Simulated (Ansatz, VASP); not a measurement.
# KCl (Sylvite) in two plane-wave programs

Wanted: the spread between two codes on one cell, functional and k mesh. The cell is taken from a series of VASP runs on this material, whose earlier steps may have relaxed, scaled or displaced it; both programs get it as it stands.

Calculated with Ansatz 0.2.0; plane waves, with VASP 6.6.1 beside it; elastic constants at LDA.

### 1. Set-up

It takes space group Fm-3m (No. 225, cubic). The conventional cell has a = 6.083 Å, b = 6.083 Å, c = 6.083 Å, α = 90.00°, β = 90.00°, γ = 90.00°. Nearest to K lie 6 Cl at 3.04 Å. Nearest to Cl lie 6 K at 3.04 Å. Farther neighbours and most contacts between anions are not listed.

As a file:

```
K Cl
1.0
     0.00000    3.04159    3.04159
     3.04159    0.00000    3.04159
     3.04159    3.04159    0.00000
K Cl
1 1
Direct
  0.00000 0.00000 0.00000
  0.50000 0.50000 0.50000
```

### 2. VASP: elastic constants, LDA

Elastic constants are differences of stresses under small strains, so they test the stress and the mesh.

Lines of VASP's logs that name or quote its potential files are left out, and so is its time.

The input, INCAR:

```
SYSTEM = KCl
PREC = Accurate
ENCUT = 700
EDIFF = 1E-08
NELM = 100
ISMEAR = 0
SIGMA = 0.03
LREAL = .FALSE.
ALGO = Normal
GGA = CA
NBANDS = 14
LORBIT = 11
LWAVE = .FALSE.
LCHARG = .FALSE.
KPAR = 4
IBRION = 6
NFREE = 2
POTIM = 0.015
ISIF = 3
NSW = 1
```

The input, POSCAR:

```
KCl
1.0
    0.0000000000      3.0415928823      3.0415928823
    3.0415928823      0.0000000000      3.0415928823
    3.0415928823      3.0415928823      0.0000000000
K Cl
1 1
Direct
    0.0000000000      0.0000000000      0.0000000000
    0.5000000000      0.5000000000      0.5000000000
```

The input, KPOINTS:

```
Automatic mesh
0
Gamma
8 8 8
0 0 0
```

The projector-augmented-wave data sets are K_sv and Cl (LDA family, release 64).

The run is started by

```console
> mpirun -np 4 vasp_std
```

Numbers of over 12 decimals in the logs are rounded to 6 here.

Log:

```text
[banner, memory and clock lines left out]
running    4 mpi-ranks, on    1 nodes
 distrk:  each k-point on    1 cores,    4 groups
 distr:  one band on    1 cores,    1 groups

 POSCAR found type information on POSCAR K Cl
 POSCAR found :  2 types and       2 ions
 LDA part: xc-table for (Slater(with rela. corr.)+CA(PZ))
 , standard interpolation
 POSCAR, INCAR and KPOINTS ok, starting setup
 FFT: planning ... GRIDC
 FFT: planning ... GRID_SOFT
 FFT: planning ... GRID
 WAVECAR not read
 entering main loop
       N       E                     dE             d eps       ncg     rms          rms(c)
DAV:   1     0.127568619361E+03    0.12757E+03   -0.84298E+03   812   0.131E+03
DAV:   2     0.500384366170E+00   -0.12707E+03   -0.11346E+03   968   0.294E+02
DAV:   3    -0.739700521578E+01   -0.78974E+01   -0.78370E+01  1118   0.645E+01
DAV:   4    -0.768089180893E+01   -0.28389E+00   -0.28370E+00  1282   0.115E+01
DAV:   5    -0.768293348208E+01   -0.20417E-02   -0.20416E-02  1088   0.104E+00    0.411E+00
DAV:   6    -0.743344567495E+01    0.24949E+00   -0.38623E-01   986   0.353E+00    0.327E+00
DAV:   7    -0.740831408991E+01    0.25132E-01   -0.71271E-02  1108   0.171E+00    0.181E+00
DAV:   8    -0.740803139348E+01    0.28270E-03   -0.10572E-02  1154   0.843E-01    0.207E-01
DAV:   9    -0.740803660205E+01   -0.52086E-05   -0.46940E-04  1084   0.132E-01    0.708E-02
DAV:  10    -0.740812056240E+01   -0.83960E-04   -0.57634E-05   948   0.583E-02    0.563E-03
DAV:  11    -0.740812142683E+01   -0.86443E-06   -0.19186E-06  1168   0.107E-02    0.432E-03
DAV:  12    -0.740812180773E+01   -0.38090E-06   -0.10579E-06   956   0.732E-03    0.318E-03
DAV:  13    -0.740812176402E+01    0.43709E-07   -0.11766E-07  1034   0.266E-03    0.101E-03
DAV:  14    -0.740812176077E+01    0.32487E-08   -0.15431E-08   838   0.963E-04
   1 F= -.74081218E+01 E0= -.74081218E+01  d E =-.144578E-14
[... from here on, the cycles between the ionic steps are left out ...]
   2 F= -.74061864E+01 E0= -.74061864E+01  d E =-.194604E-14
   3 F= -.74053254E+01 E0= -.74053254E+01  d E =-.106087E-17
   9 F= -.74078747E+01 E0= -.74078747E+01  d E =-.278878E-15
  10 F= -.74078747E+01 E0= -.74078747E+01  d E =-.279781E-15
  11 F= -.74078747E+01 E0= -.74078747E+01  d E =-.279231E-15
  12 F= -.74078747E+01 E0= -.74078747E+01  d E =-.279337E-15
  13 F= -.74078747E+01 E0= -.74078747E+01  d E =-.279184E-15
  14 F= -.74079188E+01 E0= -.74079188E+01  d E =-.140284E-14
  15 F= -.74079188E+01 E0= -.74079188E+01  d E =-.140773E-14
  16 F= -.74079200E+01 E0= -.74079200E+01  d E =-.140251E-14
 Finite differences progress:
  Degree of freedom:   8/  8
  Displacement:        1/  2
  Total:              15/ 16
 bond charge predicted
       N       E                     dE             d eps       ncg     rms          rms(c)
DAV:   1    -0.740478500580E+01    0.31350E-02   -0.12271E+00  1664   0.495E+00    0.344E-01
DAV:   2    -0.740808523947E+01   -0.33002E-02   -0.35178E-02  2018   0.106E+00    0.143E-01
DAV:   3    -0.740799353108E+01    0.91708E-04   -0.52374E-04  2304   0.152E-01    0.849E-02
DAV:   4    -0.740793056879E+01    0.62962E-04   -0.56901E-04  1994   0.131E-01    0.370E-02
DAV:   5    -0.740793139291E+01   -0.82412E-06   -0.62885E-05  1928   0.481E-02    0.206E-02
DAV:   6    -0.740792475029E+01    0.66426E-05   -0.53250E-06  2206   0.147E-02    0.185E-02
DAV:   7    -0.740792016238E+01    0.45879E-05   -0.27395E-05  1910   0.297E-02    0.258E-02
DAV:   8    -0.740792050285E+01   -0.34047E-06   -0.34837E-06  1904   0.110E-02    0.264E-02
DAV:   9    -0.740792028061E+01    0.22224E-06   -0.81597E-08  2192   0.216E-03    0.203E-02
DAV:  10    -0.740792005089E+01    0.22972E-06   -0.21567E-07  1964   0.269E-03    0.124E-02
DAV:  11    -0.740792000748E+01    0.43405E-07   -0.45551E-08  1772   0.121E-03    0.822E-03
DAV:  12    -0.740791998968E+01    0.17800E-07   -0.68290E-09  1018   0.521E-04    0.614E-03
DAV:  13    -0.740791997736E+01    0.12318E-07   -0.99974E-09  1194   0.623E-04    0.329E-03
DAV:  14    -0.740791997404E+01    0.33267E-08   -0.23459E-09   970   0.353E-04
  17 F= -.74079200E+01 E0= -.74079200E+01  d E =-.140230E-14
 Finite differences progress:
  Degree of freedom:   8/  8
  Displacement:        2/  2
  Total:              16/ 16
```

Parts of OUTCAR (step 2):

```text
ion  position               nearest neighbor table
   1  0.000  0.000  0.000-   2 3.04   2 3.04   2 3.04   2 3.04   2 3.04   2 3.04
   2  0.500  0.500  0.500-   1 3.04   1 3.04   1 3.04   1 3.04   1 3.04   1 3.04

  LATTYP: Found a face centered cubic cell.
 ALAT       =     6.0831857646

 Subroutine GETGRP returns: Found 48 space group operations
 (whereof 48 operations were pure point group operations)

The static configuration has the point symmetry O_h .

 Found     29 irreducible k-points:

   k-points           NKPTS =     29   k-points in BZ     NKDIM =     29   number of bands    NBANDS=     14

   dimension x,y,z NGX =    40 NGY =   40 NGZ =   40
   dimension x,y,z NGXF=    80 NGYF=   80 NGZF=   80

   ENCUT  =  700.0 eV  51.45 Ry    7.17 a.u.   9.28  9.28  9.28*2*pi/ulx,y,z

   NELECT =      16.0000    total number of electrons

 k-points in reciprocal lattice and weights: Automatic mesh
   0.00000000  0.00000000  0.00000000       0.002
   0.12500000  0.00000000  0.00000000       0.016
   0.25000000  0.00000000  0.00000000       0.016
   0.37500000  0.00000000  0.00000000       0.016
   0.50000000  0.00000000  0.00000000       0.008
   0.12500000  0.12500000  0.00000000       0.012
   0.25000000  0.12500000  0.00000000       0.047
   0.37500000  0.12500000  0.00000000       0.047
   0.50000000  0.12500000  0.00000000       0.047
[...]
-0.37500000  0.50000000  0.12500000       0.023
  -0.25000000  0.50000000  0.25000000       0.012

 average (electrostatic) potential at core
       1 -35.1716       2 -98.1014

 E-fermi :  -1.4887

 k-point     1 :       0.0000    0.0000    0.0000
  band No.  band energies     occupation
    ...
      4     -11.9487      2.00000
      5     -11.9487      2.00000
      6      -1.6386      2.00000
      7      -1.6386      2.00000
      8      -1.6386      2.00000
      9       3.4649      0.00000
     10       6.4717      0.00000
     11       6.4718      0.00000
     12       6.4718      0.00000
     13       7.4705      0.00000
    ...

 k-point     2 :       0.1250    0.0000    0.0000
  band No.  band energies     occupation
    ...
      4     -11.9507      2.00000
      5     -11.8971      2.00000
      6      -1.8854      2.00000
      7      -1.7086      2.00000
      8      -1.7086      2.00000
      9       3.8921      0.00000
     10       6.3469      0.00000
     11       6.6917      0.00000
     12       6.6917      0.00000
     13       7.7260      0.00000
    ...

 k-point     3 :       0.2500    0.0000    0.0000
  band No.  band energies     occupation
    ...
      4     -11.9553      2.00000
      5     -11.7796      2.00000
      6      -2.3883      2.00000
      7      -1.8695      2.00000
      8      -1.8694      2.00000
      9       4.8396      0.00000
     10       6.3009      0.00000
     11       7.3173      0.00000
     12       7.3173      0.00000
     13       8.4247      0.00000
    ...

  Total        0.0202136      0.0171423      0.0171423     -0.0000000      0.0000000      0.0000000
  in kB        0.5754684      0.4880289      0.4880289     -0.0000000      0.0000000      0.0000000
  external PRESSURE =       0.5171754 kB  Pullay stress =       0.0000000 kB

  energy-cutoff  :      700.00
  volume of cell :       56.28
      direct lattice vectors                 reciprocal lattice vectors
     0.000000000  3.041592882  3.041592882    -0.164387549  0.164387549  0.164387549
     3.041592882  0.000000000  3.041592882     0.164387549 -0.164387549  0.164387549
     3.041592882  3.041592882  0.000000000     0.164387549  0.164387549 -0.164387549

 POSITION                                       TOTAL-FORCE (eV/Angst)
 -----------------------------------------------------------------------------------
      0.00000      0.00000      0.00000        -0.026947      0.000000      0.000000
      3.02659      3.04159      3.04159         0.026947      0.000000      0.000000
 -----------------------------------------------------------------------------------
    total drift:                               -0.000136     -0.000000     -0.000000

  FREE ENERGIE OF THE ION-ELECTRON SYSTEM (eV)
  ---------------------------------------------------
  free  energy   TOTEN  =        -7.4079199740 eV

  energy  without entropy=       -7.4079199740  energy(sigma->0) =       -7.40791997

  SYMMETRIZED ELASTIC MODULI (kBar)
 Direction    XX          YY          ZZ          XY          YZ          ZX
 --------------------------------------------------------------------------------
 XX         598.9512     67.3092     67.3092      0.0000     -0.0000      0.0000
 YY          67.3092    598.9512     67.3092     -0.0000      0.0000      0.0000
 ZZ          67.3092     67.3092    598.9512     -0.0000     -0.0000      0.0000
 XY           0.0000     -0.0000     -0.0000     63.2893      0.0000      0.0000
 YZ          -0.0000      0.0000     -0.0000      0.0000     63.2893      0.0000
 ZX           0.0000      0.0000      0.0000      0.0000      0.0000     63.2893
 --------------------------------------------------------------------------------

 Eigenvectors and eigenvalues of the dynamical matrix
 ----------------------------------------------------

   1 f  =    4.862141 THz    30.549730 2PiTHz  162.183551 cm-1    20.108188 meV
             X         Y         Z           dx          dy          dz
      0.000000  0.000000  0.000000     0.000000    0.689807    0.000000
      3.041593  3.041593  3.041593     0.000000   -0.723994    0.000000

   2 f  =    4.862141 THz    30.549730 2PiTHz  162.183551 cm-1    20.108188 meV
             X         Y         Z           dx          dy          dz
      0.000000  0.000000  0.000000    -0.689807    0.000000    0.000000
      3.041593  3.041593  3.041593     0.723994    0.000000    0.000000

   3 f  =    4.862141 THz    30.549730 2PiTHz  162.183551 cm-1    20.108188 meV
             X         Y         Z           dx          dy          dz
      0.000000  0.000000  0.000000     0.000000    0.000000   -0.689807
      3.041593  3.041593  3.041593     0.000000    0.000000    0.723994

   4 f/i=    0.001360 THz     0.008548 2PiTHz    0.045380 cm-1     0.005626 meV
             X         Y         Z           dx          dy          dz
      0.000000  0.000000  0.000000     0.723994    0.000000    0.000000
      3.041593  3.041593  3.041593     0.689807    0.000000    0.000000

   5 f/i=    0.001360 THz     0.008548 2PiTHz    0.045380 cm-1     0.005626 meV
             X         Y         Z           dx          dy          dz
      0.000000  0.000000  0.000000     0.000000   -0.723994    0.000000
      3.041593  3.041593  3.041593     0.000000   -0.689807    0.000000

   6 f/i=    0.001360 THz     0.008548 2PiTHz    0.045380 cm-1     0.005626 meV
             X         Y         Z           dx          dy          dz
      0.000000  0.000000  0.000000     0.000000    0.000000    0.723994
      3.041593  3.041593  3.041593     0.000000    0.000000    0.689807

 ELASTIC MODULI CONTR FROM IONIC RELAXATION (kBar)
 Direction    XX          YY          ZZ          XY          YZ          ZX
 --------------------------------------------------------------------------------
 XX           0.0000      0.0000      0.0000      0.0000      0.0000      0.0000
 YY           0.0000      0.0000      0.0000      0.0000      0.0000      0.0000
 ZZ           0.0000      0.0000      0.0000      0.0000      0.0000      0.0000
 XY           0.0000      0.0000      0.0000      0.0000      0.0000      0.0000
 YZ           0.0000      0.0000      0.0000      0.0000      0.0000      0.0000
 ZX           0.0000      0.0000      0.0000      0.0000      0.0000      0.0000
 --------------------------------------------------------------------------------

 TOTAL ELASTIC MODULI (kBar)
 Direction    XX          YY          ZZ          XY          YZ          ZX
 --------------------------------------------------------------------------------
 XX         598.9512     67.3092     67.3092      0.0000     -0.0000      0.0000
 YY          67.3092    598.9512     67.3092     -0.0000      0.0000      0.0000
 ZZ          67.3092     67.3092    598.9512     -0.0000     -0.0000      0.0000
 XY           0.0000     -0.0000     -0.0000     63.2893      0.0000      0.0000
 YZ          -0.0000      0.0000     -0.0000      0.0000     63.2893      0.0000
 ZX           0.0000      0.0000      0.0000      0.0000      0.0000     63.2893
 --------------------------------------------------------------------------------

 total charge
# of ion       s       p       d       tot
------------------------------------------
    1        1.959   5.570   0.035   7.563
    2        1.585   3.551   0.000   5.136
--------------------------------------------------
tot          3.544   9.120   0.035  12.699

[... 3 further parts left out ...]
```

CONTCAR:

```
KCl
   1.00000000000000
     0.0000000000000000    3.0415928822999998    3.0415928822999998
     3.0415928822999998    0.0000000000000000    3.0415928822999998
     3.0415928822999998    3.0415928822999998    0.0000000000000000
  K               Cl
     1     1
Direct
     0.0000000000000000    0.0000000000000000    0.0000000000000000
     0.5024658132400444    0.4975341867599556    0.4975341867599556
```

(Part 1 of 2 ends here.)

[Lines on the potential files, build, host, timing and source positions are cut from VASP's logs without a mark.]

[Logs are printed without paths, hosts, clocks, repeated set-up lines and the standing remarks that a program may print on its own settings, such as how far it seeks lower states.]

[Hosts, paths, dates, database ids (printed as entryN), source tags and the programs' standing remarks are cut or masked in the printed files.]
